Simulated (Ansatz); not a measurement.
# Ti: enthalpy against pressure

Ti, P6/mmm, a = 4.568 Å, c = 2.825 Å. This isn't the element's structure at ambient conditions. Ansatz: r2SCAN, PAW, 500 eV, Γ-centred 12×12×14 mesh on 3 atoms, Gaussian smearing 0.10 eV; no spin polarisation. Cell and atoms are relaxed at each pressure, and no other structure is tried, so the rows at high pressure may lie past a change of phase. y is the enthalpy over the state at zero pressure; there V0 = 17.014 Å³/atom. The pressures are the targets, met within 0.03 GPa.

| P (GPa) | y (eV/atom) |
| --- | --- |
| -2.0 | -0.2143 |
| 0.0 | 0.0000 |
| 2.0 | 0.2107 |
| 5.0 | 0.5205 |
| 10.0 | 1.0220 |
| 20.0 | ? |
| 40.0 | 3.7447 |

**Question.** Fit y = c1 P + c2 P² + c3 P³ to the other rows, say what c1 and c2 mean, and predict the missing value.

**Answer.** Least squares on the rows shown. y = 0.10621 P − 0.00043022 P² + 2.8861×10⁻⁶ P³. Since dH/dP = V, c1 is V0: 0.10621 eV/GPa × 160.2 = 17.015 Å³ against 17.014; c2 = −V0/(2B0) gives B0 = 123 GPa, where a Birch–Murnaghan fit to the volumes of the same runs (not shown) gives 118 GPa: a cubic over this range folds the higher terms into c2. At P = 20.0 the fit asked for gives 1.9752 eV/atom. The run gave 1.9781 eV/atom, so the fit is 0.0029 eV/atom too low, 0.073 % of the span of the series, against an rms of 0.00010 eV/atom on the fitted rows. With a term in P⁴ added, a fit to the same known rows predicts 1.9788 eV/atom, so most of the miss is curvature that the known rows already hold. Also, this row ran on the mesh 12×12×16, its neighbour on 12×12×14, which can shift it a little.

The mesh isn't the same in all rows (12×12×14, 12×12×16).